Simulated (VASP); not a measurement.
**NaCl in VASP 6.6.1, single-point calculation**

INCAR

```
LREAL = .FALSE.
LMAXMIX = 4
NBANDS = 14
SIGMA = 0.01
NELM = 89
NSW = 0
LCHARG = .FALSE.
LASPH = .TRUE.
ENCUT = 520
PREC = Accurate
ISMEAR = 0
GGA = CA
IBRION = -1
ISIF = 2
LWAVE = .FALSE.
EDIFF = 1E-7
```

KPOINTS

```
KPOINTS created by Atomic Simulation Environment
0
Gamma
8 8 8
0 0 0
```

POSCAR

```
Na Cl
 1.0000000000000000
    -0.0000000000000000    2.8026988166785491    2.8026988166785491
     2.8026988166785491    0.0000000000000000    2.8026988166785491
     2.8026988166785491    2.8026988166785491    0.0000000000000000
 Na  Cl
   1   1
Cartesian
  0.0000000000000000 -0.0000000000000000  0.0000000000000000
  2.8026988166785491  2.8026988166785491  2.8026988166785491
```

The recommended LDA PAW datasets give the neutral cell 14 valence electrons.

Command

```
mpirun -np 1 vasp_std
```

Q: How does this run end, and what does it give?

A: It converged. Results: gap between bands v and c on the k mesh 4.77 eV; least direct gap on the k mesh 4.77 eV; pressure -2.1 GPa. Band v is the last that the valence electrons fill when counted band by band, and c is the next.

OSZICAR

```
N       E                     dE             d eps       ncg     rms          rms(c)
DAV:   1     0.992129250243E+02    0.99213E+02   -0.70305E+03   812   0.977E+02
DAV:   2     0.231319809770E+00   -0.98982E+02   -0.91227E+02   918   0.274E+02
DAV:   3    -0.744670266858E+01   -0.76780E+01   -0.76356E+01  1022   0.700E+01
DAV:   4    -0.756209222463E+01   -0.11539E+00   -0.11534E+00   998   0.926E+00
DAV:   5    -0.756445211092E+01   -0.23599E-02   -0.23598E-02  1040   0.135E+00    0.204E+00
DAV:   6    -0.738936496232E+01    0.17509E+00   -0.27065E-01   992   0.327E+00    0.148E+00
DAV:   7    -0.736949228623E+01    0.19873E-01   -0.51903E-02  1122   0.137E+00    0.968E-01
DAV:   8    -0.736776528430E+01    0.17270E-02   -0.51072E-03   956   0.661E-01    0.303E-01
DAV:   9    -0.736764265257E+01    0.12263E-03   -0.19682E-04  1034   0.104E-01    0.159E-01
DAV:  10    -0.736763259713E+01    0.10055E-04   -0.11358E-04  1010   0.830E-02    0.589E-03
DAV:  11    -0.736763208018E+01    0.51695E-06   -0.37125E-06  1034   0.214E-02    0.253E-03
DAV:  12    -0.736763209039E+01   -0.10215E-07   -0.20310E-07   956   0.541E-03
   1 F= -.73676321E+01 E0= -.73676321E+01  d E =-.169153E-12
```

Standard output (part)

```
POSCAR found type information on POSCAR NaCl
 POSCAR found :  2 types and       2 ions
 LDA part: xc-table for (Slater(with rela. corr.)+CA(PZ))
 , standard interpolation
 POSCAR, INCAR and KPOINTS ok, starting setup
 WAVECAR not read
 entering main loop
```

For comparison, a separate LDA run of the intended cell, on usual settings and not on those above, gives a gap of 4.77 eV on its mesh and a pressure of -2.1 GPa.
